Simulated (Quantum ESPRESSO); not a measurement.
# TePb under changes of volume

One of the cells (32.055 Å³/atom); the others are scaled copies at fixed shape and fractional positions:

```
Pb Te
1.0
     4.00229    0.00000    0.00000
     0.00000    4.00229    0.00000
     0.00000    0.00000    4.00229
Pb Te
1 1
Cartesian
  0.0000 0.0000 0.0000
  2.0011 2.0011 2.0011
```

Measurements of this composition are mostly on another form, of space group No. 225.

- Program: Quantum ESPRESSO 7.5
- Functional: rev-vdW-DF2
- Potentials or basis: PseudoDojo 0.4.1 SR PBE standard
- Cutoff: 1088 eV
- Density cutoff: 4354 eV
- k mesh: 7 × 7 × 7
- Occupations: fermi-dirac, width 0.05 eV
- Spin: no spin polarisation

| volume (Å³/atom) | energy over the lowest point (meV/atom) | pressure (GPa) |
| --- | --- | --- |
| 30.132 | 8.51 | 2.0 |
| 30.773 | 2.31 | 1.0 |
| 31.414 | 0.00 | 0.1 |
| 32.055 | 1.24 | -0.8 |
| 32.696 | ? | ? |
| 33.337 | 13.06 | -2.2 |
| 33.978 | 23.04 | -2.9 |

**Question.** What does the run at 32.696 Å³/atom give?

**Answer.** Energy over the lowest point 5.69 meV/atom; pressure -1.6 GPa.

Worked out: A Birch-Murnaghan fit of order 3 (a polynomial in V^(-2/3)) to the other rows has its minimum at 31.50 Å³/atom with B0 = V·E''(V) = 43 GPa and B' = 3.9. It gives 5.70 meV/atom at 32.696 Å³/atom, against the run's 5.69, and -dE/dV = -1.5 GPa, against -1.6.

Energies are extrapolated to zero smearing.

Caveats: the potentials were made for another functional, which shifts forces and pressure.
